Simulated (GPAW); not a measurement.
A run of GPAW 26.7.0 is set up as follows.

Contents of run.py:

```python
import numpy as np
from ase.calculators.mixing import SumCalculator
from ase.dft.bandgap import bandgap
from ase.io import read, write
from ase.units import GPa
from dftd3.ase import DFTD3
from gpaw import GPAW, PW
from gpaw.spinorbit import soc_eigenstates

atoms = read('V.cif')
atoms.set_initial_magnetic_moments([2.0])

calc = GPAW(mode=PW(600),
            xc='PBE',
            kpts={'size': (12, 12, 12), 'gamma': True},
            occupations={'name': 'fermi-dirac', 'width': 0.05},
            nbands=15,
            convergence={'density': 1e-05, 'energy': 1e-05},
            maxiter=150,
            txt='gpaw.txt')
atoms.calc = SumCalculator([calc, DFTD3(method='pbe', damping='d3op')])
energy = atoms.get_potential_energy()
forces = atoms.get_forces()
stress = atoms.get_stress()
calc.write('gs.gpw')
write('result.traj', atoms)
print(f'Energy: {energy:.6f} eV')
print('Forces (eV/A):')
print(forces.round(4))
print('Stress (GPa):', (stress / GPa).round(3))
print('Moments:', calc.get_magnetic_moments().round(3))
print('Fermi level:', round(calc.get_fermi_level(), 4), 'eV')
print(f'Gap: {bandgap(calc)[0]:.4f} eV, direct: {bandgap(calc, direct=True)[0]:.4f} eV')

path = atoms.cell.bandpath('GHNGPH,PN', npoints=80, eps=1e-4)
bs_calc = calc.fixed_density(kpts=path, symmetry='off', nbands=23,
                             convergence={'bands': 'CBM+6.0', 'eigenstates': 1e-6}, txt='bands.txt')
bs = bs_calc.band_structure()
bs.write('bs.json')
print(f'Gap on the path: {bandgap(bs_calc)[0]:.4f} eV')

soc = soc_eigenstates(bs_calc, theta=90, phi=0)
np.savetxt('soc_bands.dat', soc.eigenvalues(), fmt='%.4f')
mesh = soc_eigenstates('gs.gpw', theta=90, phi=0)
np.savetxt('soc_mesh.dat', mesh.eigenvalues(), fmt='%.4f')
print('Fermi level with spin-orbit coupling:', round(mesh.fermi_level, 4), 'eV')
```

V.cif

```cif
data_V
_cell_length_a 2.74801755
_cell_length_b 2.74801755
_cell_length_c 2.74801755
_cell_angle_alpha 109.47122063
_cell_angle_beta 109.47122063
_cell_angle_gamma 109.47122063
_space_group_name_H-M_alt 'P1'
_space_group_name_Hall 'P 1'
_space_group_IT_number 1
loop_
_space_group_symop_operation_xyz
'x,y,z'
loop_
_atom_site_label
_atom_site_type_symbol
_atom_site_symmetry_multiplicity
_atom_site_Wyckoff_symbol
_atom_site_fract_x
_atom_site_fract_y
_atom_site_fract_z
_atom_site_occupancy
V1 V 1 a 0.0000000000 0.0000000000 0.0000000000 1
```

Potentials or basis: GPAW PAW data sets (gpaw-data 1.2.1), pw.

The run is started by

```bash
$ OMP_NUM_THREADS=1 python run.py
```

(1) What does it give for the band gap along the path?

(2) Predict the site moments.

Results:

(1) none (metal or under the smearing width).

(2) V +0.16 μB.

Caveat: spin-orbit coupling was added after a scalar SCF, so levels and gaps hold it while energy, forces, pressure and moments don't; pairwise dispersion overbinds metals, which lowers pressure and volume.
